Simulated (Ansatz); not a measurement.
Runs of Ansatz 0.2.0 on Br. The structure is orthorhombic, space group Cmce (No. 64). The conventional cell has a = 6.726 Å, b = 4.645 Å, c = 8.702 Å, α = 90.00°, β = 90.00°, γ = 90.00°. Br (site symmetry m) has 1 Br at 2.29 Å as nearest neighbours. 

```tsv
level	cell	target pressure (GPa)	gap on the mesh (eV)	pressure (GPa)	relaxed volume (Å³/atom)
PBE	relaxed	-	1.37	0.0	40.19
PBE	relaxed to 2 GPa	2	(a)	2.0	-
PBE+D3(BJ)-ATM	relaxed	-	1.34	0.0	31.37
PBE	relaxed to 5 GPa	5	(b)	5.0	-
PBE	relaxed to 10 GPa	10	1.05	10.0	-
PBE+D3(BJ)	relaxed	-	1.33	0.0	31.05
PBE	relaxed to 20 GPa	20	0.77	20.0	-
PBE	relaxed	0	1.37	0.0	40.19
PBE+D4	relaxed	-	1.33	0.0	(c)
PBE	relaxed to 30 GPa	30	0.52	30.0	-
```

Alike in all rows: task relaxation of cell and atoms; potentials or basis Ansatz PAW; no spin polarisation; k mesh 7 × 7 × 3; cutoff (eV) 420; smearing fermi-dirac 0.05 eV.

Problem. Fill in the values left out.

Solution. (a) 1.30; (b) 1.19; (c) 30.79.

Caveats: odd divisions of the mesh miss points on the zone boundary, where band edges often lie, so the gap on the mesh can be too wide; the plane-wave basis is chosen anew once the cell has moved, so the energies of steps on either side of that aren't comparable; the volume moved by over 15 % at a fixed basis, so the end points are rough (some runs).

A k mesh can miss the band edges, and the runs leave out spin-orbit coupling on Br.
